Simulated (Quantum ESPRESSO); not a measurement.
**HfN: zone-centre phonons under several settings**

```
Hf N
1.0
     0.00000    2.45482    2.45482
     2.45482    0.00000    2.45482
     2.45482    2.45482    0.00000
Hf N
1 1
Direct
  0.00000 0.00000 0.00000
  0.25000 0.25000 0.25000
```

The cell comes from a database or a generator and needn't be the stable form of this composition.

All runs used Quantum ESPRESSO 7.5; potentials GBRV 1.5 LDA; k mesh 9 × 9 × 9; no spin polarisation; cutoff 612 eV; occupations cold, width 0.2 eV.

```tsv
level	geometry	volume (Å³/atom)	pressure (GPa)	lowest optical mode without the field (cm⁻¹)
LDA	relaxed at -3 GPa	?	-3.0	?
LDA	relaxed at 0 GPa	14.09	-0.1	530
LDA	relaxed at 3 GPa	13.91	2.9	543
LDA	relaxed at 8 GPa	13.62	7.9	564
LDA	relaxed at 15 GPa	13.27	14.9	590
```

Question: What stands in the row left open?

Answer: Volume 14.29 Å³/atom; lowest optical mode without the field 516 cm⁻¹.

Caveats: the cell is more than 3 GPa from zero pressure, which shifts response properties (some runs).

For the row left open. Caveat: the cell is more than 3 GPa from zero pressure, which shifts response properties.
